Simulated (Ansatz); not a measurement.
From the elastic tensor of BN at 18 GPa (stress–strain coefficients) to moduli and sound speeds

Theory: DFT LDA, scalar-relativistic, plane waves, PAW (Ansatz). Cutoff 420 eV, 12×12×12 k-points (Γ-centred), fixed occupations. No spin polarisation.

The structure is trigonal, space group R3m (No. 160). The conventional cell has a = 2.460 Å, b = 2.460 Å, c = 7.931 Å, α = 90.00°, β = 90.00°, γ = 120.00°. B (site symmetry 3m) has 3 N at 1.42 Å as nearest neighbours. N (site symmetry 3m) is surrounded by 3 B at 1.42 Å.

The crystal is built of layers and no dispersion correction was added, so the binding between them is poorly described, and with it their spacing and whatever depends on it.

Relaxed-ion constants (GPa, on the Cartesian axes of the calculation):
C11 = 1198.8, C12 = 321.6, C13 = 34.2, C14 = 20.2, C22 = 1198.8, C23 = 34.2, C24 = -20.2, C33 = 163.0, C44 = 35.0, C55 = 35.0, C56 = 20.3, C66 = 438.6 GPa; the others vanish.

Density 2.975 g/cm³; 2 atoms in 13.85 Å³.

The values that follow are for a polycrystal of randomly turned grains, by Hill's mean where one number stands. In a crystal this anisotropic the Voigt and Reuss bounds lie far apart, so Hill's mean and the sound speeds and Debye temperature from it are rough.

| Property | Result |
| --- | --- |
| Bulk modulus, Voigt / Reuss / Hill | 371.1 / 143.6 / 257.3 GPa |
| Shear modulus, Voigt / Reuss / Hill | 246.4 / 69.0 / 157.7 GPa |
| Young's modulus | 393 GPa |
| Poisson ratio | 0.246 |
| Pugh ratio B/G | 1.63 |
| Universal anisotropy index | 14.44 |
| Longitudinal and transverse sound speeds | 12538 and 7282 m/s |
| Debye temperature from the mean sound speed | 1262 K |

This form isn't the usual stable structure of the compound at low pressure.

Cost: 1 run of about 1.1 core-minutes, on Intel Xeon 6975P-C (Granite Rapids) (shared hosts).